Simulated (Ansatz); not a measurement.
LiCl built on the CsCl prototype, relaxed with r2SCAN in the plane-wave code Ansatz. It is cubic, Pm-3m (No. 221); conventional cell a = 3.271 Å, 17.50 Å³ an atom. Li has 8 Cl at 2.83 Å; Cl has 8 Li at 2.83 Å.

The axes x, y and z are those of this cell:
```yaml
crystal:
  lattice:
    - [3.27112, 0.00000, 0.00000]
    - [0.00000, 3.27112, 0.00000]
    - [0.00000, 0.00000, 3.27112]
  atoms:
    - { symbol: Li, position: [0.00000, 0.00000, 0.00000] }
    - { symbol: Cl, position: [0.50000, 0.50000, 0.50000] }
```

Unstrained: With PBE the valence top lies at M and the conduction bottom at Γ, 4.420 eV higher; the smallest vertical gap, at M, is 5.190 eV. The r2SCAN gap is indirect, 5.250 eV (M to Γ), below the direct gap of 5.817 eV at M. The HSE06 gap is indirect, 5.680 eV (M to Γ), below the direct gap of 6.421 eV at M. Meshes: PBE 8×8×8, r2SCAN 8×8×8, HSE06 6×6×6. Strains are changes of length per length. After each strain the atoms were relaxed again with r2SCAN within the symmetry that the strain leaves, so tilts or polar shifts that break it weren't tested; points keep the names that they have in the unstrained zone. These are computed values for a spin-unpolarised cell that may be hypothetical; none is a measurement.

**Question.** One strain changed the r2SCAN stress by xx +0.08, yy +0.08, zz -1.02 GPa (compression positive) and the gap by -0.058 eV (PBE), -0.061 eV (r2SCAN), -0.059 eV (HSE06). Which kind of strain was it, and roughly how large?

**Answer.** Uniaxial +0.88 % along z, other directions held. The pattern of the stress gives the kind; the size needs the stiffness, so it is an estimate.

**Question.** Estimate what uniaxial -3.38 % along x, other directions held does to the gap.

**Answer.** PBE: the gap goes from 4.420 to 4.344 eV (-0.076 eV). r2SCAN: the gap goes from 5.250 to 5.173 eV (-0.077 eV). HSE06: the gap goes from 5.680 to 5.608 eV (-0.072 eV). The r2SCAN energy rises by 8.1 meV an atom.

**Question.** Estimate what biaxial -1.74 % in x and y, z held does to the gap.

**Answer.** PBE: the gap goes from 4.420 to 4.507 eV (+0.087 eV). r2SCAN: the gap goes from 5.250 to 5.344 eV (+0.094 eV). HSE06: the gap goes from 5.680 to 5.773 eV (+0.093 eV). The r2SCAN energy rises by 3.8 meV an atom.

The meshes of the hybrids are coarse, so their gaps aren't converged to the digits shown.
